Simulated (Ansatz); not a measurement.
# TiC and the effect of the pressure

The cell as given:

The structure is cubic, space group Fm-3m (No. 225). Conventional cell: a = 4.331 Å, b = 4.331 Å, c = 4.331 Å, α = 90.00°, β = 90.00°, γ = 90.00°. Ti (site symmetry m-3m) is surrounded by 6 C at 2.17 Å. C (site symmetry m-3m) is surrounded by 6 Ti at 2.17 Å.

Kept alike: task relaxation of cell and atoms; functional PBEsol; k mesh 11 × 11 × 11; occupations fermi-dirac, width 0.05 eV; no spin polarisation. Program: Ansatz, all-electron LAPW, scalar-relativistic. The mesh is that of the run's cell of 2 atoms. No spin-orbit coupling.

```csv
"pressure, P (GPa)",volume (Å³/atom)
0,9.891
5,9.715
10,9.553
20,?
30,9.013
```

The relaxations keep at least the cell's symmetry (Fm-3m). The runs follow the start's structure, whether or not it is the stable one at these pressures.

Task: Fit the rows shown and predict the run at 20 GPa.

Result: Murnaghan's form V = V0 (1 + B′P/B0)^(-1/B′) through the rows shown has V0 = 9.8910, B0 = 269 GPa and B′ = 3.8 (largest miss 0.0002); at P = 20 it gives 9.264 Å³/atom. The run gave: volume 9.265 Å³/atom.
